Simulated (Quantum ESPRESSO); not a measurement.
Here is a Quantum ESPRESSO 7.5 calculation.

File pw.in:

```
&CONTROL
  calculation = 'scf'
  prefix = 'pwscf'
  outdir = './tmp'
  pseudo_dir = './pseudo'
  tprnfor = .true.
  tstress = .true.
  disk_io = 'low'
/
&SYSTEM
  ibrav = 0
  nat = 2
  ntyp = 1
  ecutwfc = 84
  nbnd = 12
  occupations = 'smearing'
  smearing = 'fd'
  degauss = 0.00367493
/
&ELECTRONS
  conv_thr = 4d-10
  electron_maxstep = 120
  mixing_beta = 0.5
/
ATOMIC_SPECIES
O     15.9990 O.upf
CELL_PARAMETERS angstrom
   2.8514028533   -1.6624159400    0.0000000000
   2.8514028533    1.6624159400    0.0000000000
  -2.3944914034    0.0000000000    3.6470501824
ATOMIC_POSITIONS crystal
O      0.9745461700    0.9745461700    0.8444259800
O      0.0254538300    0.0254538300    0.1555740200
K_POINTS automatic
10 10 7 0 0 0
```

File bands.in:

```
&CONTROL
  calculation = 'bands'
  prefix = 'pwscf'
  outdir = './tmp'
  pseudo_dir = './pseudo'
  disk_io = 'low'
  verbosity = 'high'
/
&SYSTEM
  ibrav = 0
  nat = 2
  ntyp = 1
  ecutwfc = 84
  nbnd = 12
  occupations = 'smearing'
  smearing = 'fd'
  degauss = 0.00367493
/
&ELECTRONS
  conv_thr = 1d-08
  electron_maxstep = 120
  mixing_beta = 0.5
  diago_full_acc = .true.
/
ATOMIC_SPECIES
O     15.9990 O.upf
CELL_PARAMETERS angstrom
   2.8514028533   -1.6624159400    0.0000000000
   2.8514028533    1.6624159400    0.0000000000
  -2.3944914034    0.0000000000    3.6470501824
ATOMIC_POSITIONS crystal
O      0.9745461700    0.9745461700    0.8444259800
O      0.0254538300    0.0254538300    0.1555740200
K_POINTS crystal
60
 0.0000000000  0.0000000000 -0.5000000000 1
 0.0000000000  0.0000000000 -0.4000000000 1
 0.0000000000  0.0000000000 -0.3000000000 1
 0.0000000000  0.0000000000 -0.2000000000 1
 0.0000000000  0.0000000000 -0.1000000000 1
 0.0000000000  0.0000000000  0.0000000000 1
 0.0625000000  0.0000000000  0.0000000000 1
 0.1250000000  0.0000000000  0.0000000000 1
 0.1875000000  0.0000000000  0.0000000000 1
 0.2500000000  0.0000000000  0.0000000000 1
 0.3125000000  0.0000000000  0.0000000000 1
 0.3750000000  0.0000000000  0.0000000000 1
 0.4375000000  0.0000000000  0.0000000000 1
 0.5000000000  0.0000000000  0.0000000000 1
 0.5000000000  0.0000000000 -0.5000000000 1
 0.4375000000  0.0000000000 -0.4375000000 1
 0.3750000000  0.0000000000 -0.3750000000 1
 0.3125000000  0.0000000000 -0.3125000000 1
 0.2500000000  0.0000000000 -0.2500000000 1
 0.1875000000  0.0000000000 -0.1875000000 1
 0.1250000000  0.0000000000 -0.1250000000 1
 0.0625000000  0.0000000000 -0.0625000000 1
 0.0000000000  0.0000000000  0.0000000000 1
-0.0625000000 -0.0625000000  0.0625000000 1
-0.1250000000 -0.1250000000  0.1250000000 1
-0.1875000000 -0.1875000000  0.1875000000 1
-0.2500000000 -0.2500000000  0.2500000000 1
-0.3125000000 -0.3125000000  0.3125000000 1
-0.3750000000 -0.3750000000  0.3750000000 1
-0.4375000000 -0.4375000000  0.4375000000 1
-0.5000000000 -0.5000000000  0.5000000000 1
-0.5000000000 -0.5000000000  0.0000000000 1
-0.4444444444 -0.4444444444  0.0000000000 1
-0.3888888889 -0.3888888889  0.0000000000 1
-0.3333333333 -0.3333333333  0.0000000000 1
-0.2777777778 -0.2777777778  0.0000000000 1
-0.2222222222 -0.2222222222  0.0000000000 1
-0.1666666667 -0.1666666667  0.0000000000 1
-0.1111111111 -0.1111111111  0.0000000000 1
-0.0555555556 -0.0555555556  0.0000000000 1
 0.0000000000  0.0000000000  0.0000000000 1
 0.0000000000 -0.0555555556  0.0555555556 1
 0.0000000000 -0.1111111111  0.1111111111 1
 0.0000000000 -0.1666666667  0.1666666667 1
 0.0000000000 -0.2222222222  0.2222222222 1
 0.0000000000 -0.2777777778  0.2777777778 1
 0.0000000000 -0.3333333333  0.3333333333 1
 0.0000000000 -0.3888888889  0.3888888889 1
 0.0000000000 -0.4444444444  0.4444444444 1
 0.0000000000 -0.5000000000  0.5000000000 1
 0.0000000000 -0.5000000000  0.0000000000 1
 0.0000000000 -0.4444444444  0.0000000000 1
 0.0000000000 -0.3888888889  0.0000000000 1
 0.0000000000 -0.3333333333  0.0000000000 1
 0.0000000000 -0.2777777778  0.0000000000 1
 0.0000000000 -0.2222222222  0.0000000000 1
 0.0000000000 -0.1666666667  0.0000000000 1
 0.0000000000 -0.1111111111  0.0000000000 1
 0.0000000000 -0.0555555556  0.0000000000 1
 0.0000000000  0.0000000000  0.0000000000 1
```

Potentials or basis: PseudoDojo 0.4.1 SR PBE standard.

Command:

```console
$ OMP_NUM_THREADS=1 pw.x -in pw.in > pw.out
$ OMP_NUM_THREADS=1 pw.x -in bands.in > bands.out
```

Q: Estimate the largest force.

A: 0.534 eV/Å.

Q: What does it give for the pressure?

A: -2.6 GPa.

Q: Predict the band gap on the k mesh.

A: None (metal or under the smearing width).

Stress tensor (GPa, compression positive):
```
-0.16  0.00  1.82
 0.00 -3.03  0.00
 1.82  0.00 -4.51
```

Caveat: spin is off for a triplet molecule.
